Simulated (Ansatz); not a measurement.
## BN: single point with PBE

Sheet: BN, a sheet with vacuum.

```
B N
1.0
     2.51206   -0.00423    0.00000
    -1.25237    2.17762    0.00000
     0.00000    0.00000   23.90160
B N
1 1
Direct
  0.99404 0.99457 0.31379
  0.66071 0.32791 0.31379
```

The cell was built by a generator and needn't be a form met in nature.

| Property | Result |
| --- | --- |
| Program | Ansatz 0.2.0 |
| Task | single point |
| Functional | PBE |
| Potentials or basis | all-electron LAPW, scalar-relativistic |
| Cutoff | 520 eV (chosen from the basis error) |
| Basis error allowed | 0.001 eV/atom |
| k mesh | 12 × 12 × 1 |
| Occupations | fermi-dirac, width 0.05 eV |
| Spin | no spin polarisation |

```
Band gap on the k mesh : 4.66 eV, direct
Loewdin charges        : B +0.46; N -0.39 e
```

Levels at points of the mesh, in eV from the valence-band top:
| k point | band 3 | band 4 | band 5 | band 6 | band 7 | band 8 | band 9 | band 10 |
| --- | --- | --- | --- | --- | --- | --- | --- | --- |
| (0.00, 0.00, 0.00) | -17.61 | -5.20 | -1.36 | -1.36 | 4.69 | 5.59 | 5.92 | 6.48 |
| (0.00, -0.50, 0.00) | -14.56 | -8.85 | -4.13 | -0.90 | 4.78 | 9.66 | 12.44 | 12.88 |

Wall time 6.6 s on 4 threads of Arm Neoverse V2 (shared host), peak memory 0.72 GiB.

Expect the measured gap to be larger: semilocal functionals such as PBE lack the derivative discontinuity.
